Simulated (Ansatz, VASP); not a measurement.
Be in VASP and in Ansatz

```
CELL_PARAMETERS angstrom
3.73787 0.00000 0.00000
-1.86893 3.23709 0.00000
0.00000 0.00000 2.30183
ATOMIC_POSITIONS crystal
Be 0.00000 0.00000 0.00000
Be 0.33333 0.66667 0.50000
Be 0.66667 0.33333 0.50000
```

Alike in both runs: task single point; functional RPBE; k mesh 11 × 11 × 16; occupations fermi-dirac, width 0.1 eV; no spin polarisation.

|  | VASP | Ansatz |
| --- | --- | --- |
| version | VASP 6.6.1 | Ansatz 0.2.0 |
| potentials or method | VASP PAW PBE potentials, release 64 (Be) | plane waves (420 eV) with PAW, scalar-relativistic |
| plane-wave cutoff (eV) | 520 | 420 |
| valence electrons in the cell | 6 | 6 |

```csv
,VASP,Ansatz,Ansatz less VASP
pressure (GPa),-10.3,-10.3,+0.02
largest component of the traceless stress (GPa),2.48,2.52,+0.037
```

The functional is the same, so the differences come from potentials, cutoffs and numerics.

Caveats: the PAW data sets were made with another functional, which shifts forces and pressure a little (VASP).
